Q: In a copper atom the outermost electron is the 4s one, and it sits above a full 3d shell. If I sort the electrons of the metal by orbital character, do I get the same order back?

A: Compare the band centres. The column "projection electrons" counts the electrons in filled states that belong to one kind of orbital on one atom. The column "projection band centre" gives their average energy, measured from the Fermi energy, up to which the states are filled. Cu1 and Cu2 are equivalent atoms in one cell, so the six rows hold three different results; the 0.01 between their d counts is numerical noise.

OpenMX 3.8.5, LDA without spin polarisation or spin-orbit coupling, for body-centred tetragonal Cu (I4/mmm, 2 atoms per cell); basis Cu6.0S-s3p2d1, pseudopotential Cu_CA13S, k mesh 9×9×11, Fermi-Dirac smearing 0.05 eV. Mulliken-projected densities of states (tetrahedron method, 12×12×14 mesh) are taken from −12 eV to the Fermi energy, the zero of the band centres.

```
projection name  projection electrons (e)  projection band centre (eV)
          Cu1_s                     0.800                       -5.380
          Cu1_p                     0.470                       -3.540
          Cu1_d                     9.680                       -3.100
          Cu2_s                     0.800                       -5.380
          Cu2_p                     0.470                       -3.540
          Cu2_d                     9.670                       -3.100
```

Q: The order is upside down. The s electrons lie at −5.38 eV and the d electrons at −3.10 eV. Has the 4s level dropped below 3d?

A: No, because a centre of this kind is not the position of a level. In a solid each atomic level spreads into a band, and the average here covers only the part of the band below the Fermi energy. Take the two extremes. If a shell is completely full, the average covers the whole band and gives its true centre. If a shell is nearly empty, only the lowest edge of its band is counted, and the average lies far below the true centre.

Q: Is there a smaller system where I can see this happen?

A: Take the hydrogen molecule. Two equal 1s levels combine into a bonding level below them and an antibonding level above. The two electrons fill only the bonding level, so the filled s character lies lower than the atomic level it came from. Bring two helium atoms together instead, and four electrons fill both levels; the average returns to roughly where it started. Copper's s electrons resemble the hydrogen case and its d electrons the helium case. The comparison stops there, since a pair of levels built from one kind of orbital cannot tell us how s, p and d share a band.

Q: Can the table itself show that the whole s shell is not below the whole d shell?

A: Nearly. Let n be the number of electrons, c their centre, N the number the shell can hold, and u the average energy of its empty part. The centre of the whole shell is then

C = [n c + (N − n) u] / N

Empty states lie above the Fermi energy, apart from a slight thermal blur, so u is at least about zero. Setting u = 0 gives the lowest value that C can take:

s: 0.80 × (−5.38 eV) / 2 = −2.15 eV
d: 9.68 × (−3.10 eV) / 10 = −3.00 eV

The limit for s has moved up by more than 3 eV, while the limit for d has hardly moved, and the order has turned round.

Q: But those are lower limits. The true d centre could still be above the true s centre.

A: Then ask what that would take. Only 0.32 of the ten places in the d shell are empty, so this small weight would have to lie very high to drag the whole average up. Even with all the empty s weight placed at the Fermi energy, the empty d weight would need an average energy of about 27 eV. In reality the empty s states also stretch well above the Fermi energy, which raises the s centre further. The complete shells therefore very probably keep the atomic order, with d below s.

Q: You gave the s shell two places. Is that how the calculation counts?

A: It describes each atom with more than one s function, so there is more empty room than I assumed, and that only raises the s limit. The weaker point is the rule for sharing electrons. A Mulliken count splits the overlap between neighbouring orbitals equally, and for a single state a share can even come out slightly negative. That makes the limits good estimates rather than strict bounds, but the difference in filling behind them is large.

Q: Now the p row bothers me. If poor filling pulls the centre down, p should be the deepest of all. It is only about 8 % filled, against 40 % for s, yet it lies at −3.54 eV.

A: Filling tells you how much of a shell has been cut off. It does not tell you where the shell began. The 4p level of the atom is higher than 4s, so only the lowest tail of the p character reaches below the Fermi energy at all. That tail lies far below the centre of the p shell, but it need not lie below the filled s states.

Q: Still, s and p electrons share one broad band. Why should the s character collect at its bottom?

A: Think of a free electron as a plane wave and look at it from one atom. At the bottom of the band the wavelength is infinite, so the wave has the same value all around the atom, and that is pure s character. With a shorter wavelength the wave rises on one side of the atom and falls on the other, and that is p character. For wave vector k and an atomic sphere of radius R, the shares start out as

s share ≈ 1 − (kR)²/5
p share ≈ (kR)²/5

Kinetic energy also grows as k². The p character therefore belongs mainly to the faster electrons, near the top of the filled range.

Q: Does that simple picture give the right size?

A: It gives about half of it. Put one free electron on each atom, in the atomic volume V of this crystal. The depth of the filled band is

E = (ħ²/2m) (3π²/V)^(2/3) ≈ 7.2 eV

where m is the electron mass. I then resolved the plane waves into full spherical waves inside the atomic sphere and averaged over the filled states. No value in the table was used to adjust the result. The s centre comes out 0.9 eV below the p centre, where the table has 1.84 eV.

Q: And the centres themselves?

A: Those are worse. The model puts s at −3.2 eV and p at −2.3 eV, so both are too close to the Fermi energy, s by about 2.2 eV and p by 1.3 eV. Free electrons explain why s lies below p, but they do not explain why both lie so deep.

Q: Perhaps one electron per atom is too few. The table has 0.80 + 0.47 = 1.27 electrons of s and p character.

A: That is worth trying, and it is easiest to judge on the common centre of s and p, which is −4.70 eV in the table. One free electron per atom gives −2.9 eV. Treating all 1.27 as free makes the band deeper, but its centre reaches only −3.4 eV. If instead the extra 0.27 is s and p character borrowed by the d states and sits at the d centre, the result stays at −2.9 eV. The number of electrons is not the main problem.

Q: What does the free-electron picture leave out that could matter so much?

A: Most obviously the d shell. The broad band starts below the d states and, as k grows, has to rise through their energy range. Where the two would cross, states of the same symmetry mix and push each other apart. The lower mixture is pressed down and the upper one is pushed up. As long as both are filled, the s and p character is only shared out between them, and its average energy stays where it was. But the broad band meets the Fermi energy above the d states, where it is the upper mixture. Pushing it up there raises the Fermi energy against the bottom of the band, and measured from that higher zero the filled s and p weight lies deeper.

Q: Does the table show that this happens?

A: It shows a shortfall that such mixing would reduce. The mixing itself is standard theory for copper, but three centres cannot display a crossing of bands. How much of the shortfall it accounts for remains untested here.

Q: Would the same mixing explain why the d count is 9.68 and not ten? I was tempted to say that every third atom has a hole in its d shell.

A: Resist that. Mixing works in both directions: some d character goes into states above the Fermi energy, and some s and p character enters the filled states below. The d count then falls short of ten while the s and p counts together exceed one. No atom has lost a d electron in the chemical sense, and every atom is in the same condition. The exact size of the shift also depends on how the Mulliken count divides the overlap. Besides, the three counts of Cu1 add up to 10.95, not to the 11 valence electrons of the atom, and the missing 0.05 is unexplained, so the shortfall in d should not be read to the last decimal.

Q: How far can I carry these energies over to a real piece of copper?

A: Carry over the reasoning and the large differences, not the decimals. The crystal here is body-centred tetragonal and close to body-centred cubic, whereas ordinary copper is face-centred cubic. The basis has only one set of d functions on each atom, which limits how far the d states can adapt their shape to the crystal. Besides that, the LDA is known to place copper's d bands too close to the Fermi energy, by roughly 0.5 eV.

Q: Does that error upset the order in the table?

A: It matters for p and d, whose centres are only 0.44 eV apart. Moving the d states down by the usual error could make the two nearly coincide or change places, though the p character mixed into the d states would move down with them. The s centre lies 2.28 eV below the d centre, so its place at the bottom is safe from an error of that size.

Q: Suppose I am given such centres for another metal and have to judge them quickly. Where do I start?

A: Ask first how full the shell is. For a nearly full, narrow shell the filled centre is close to the centre of the whole band; for a partly filled, broad one it lies well below. Then ask where in the band the character appears: s gathers at the bottom, and p comes in as the electrons get faster.

Q: And if someone uses the d-band centre to compare catalysts?

A: Check whether it was averaged over the filled states or over the whole band. For copper's d shell the choice matters less, because so little of it is empty, though even a small weight counts if it lies far above the Fermi energy. For a metal with a half-filled d shell the two averages differ greatly, and a list that mixes them would compare the filling as much as the position of the band.
